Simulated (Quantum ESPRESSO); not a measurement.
Crystal: ZnS (Wurtzite-2H).

```
CELL_PARAMETERS angstrom
3.81100 0.00000 0.00000
-1.90550 3.30042 0.00000
0.00000 0.00000 6.23400
ATOMIC_POSITIONS crystal
Zn 0.66640 0.33155 0.50024
Zn 0.33257 0.68808 0.00560
S 0.68134 0.34264 0.87989
S 0.32363 0.66659 0.38994
```

The cell isn't the ideal one: atoms moved at random, drawn with an rms of 0.05 Å.

```yaml
Program: Quantum ESPRESSO 7.5
Task: Berry-phase polarisation
Functional: LDA
Potentials_or_basis: JTH 2.0 LDA
Cutoff: 735 eV
Density_cutoff: 4408 eV
k_mesh: 5 × 5 × 3
Occupations: fermi-dirac, width 0.05 eV
Spin: no spin polarisation
Form_of_the_LDA_correlation: PW92
Mixing_beta: 0.5
Most_SCF_iterations: 120
SCF_threshold: 8e-10 Ry
k_points_per_string: 10 × 10 × 8
```

The first run showed a gap, so the response started from a second, tighter run with fixed occupations.

What formal polarisation does the Berry-phase calculation give along the three lattice vectors?

-0.009, 0.016, 0.598 C/m², each defined up to a quantum of 1.557, 1.557, 2.548 C/m², that is -0.006, 0.010, 0.235 of the quanta. A formal value alone isn't measurable: only its change along an insulating path is.

Berry phases in units of 2π:
```csv
direction,ionic,electronic,their sum is defined modulo
a1,0.017,-0.029,2
a2,0.291,-0.271,2
a3,-0.311,0.781,2
```
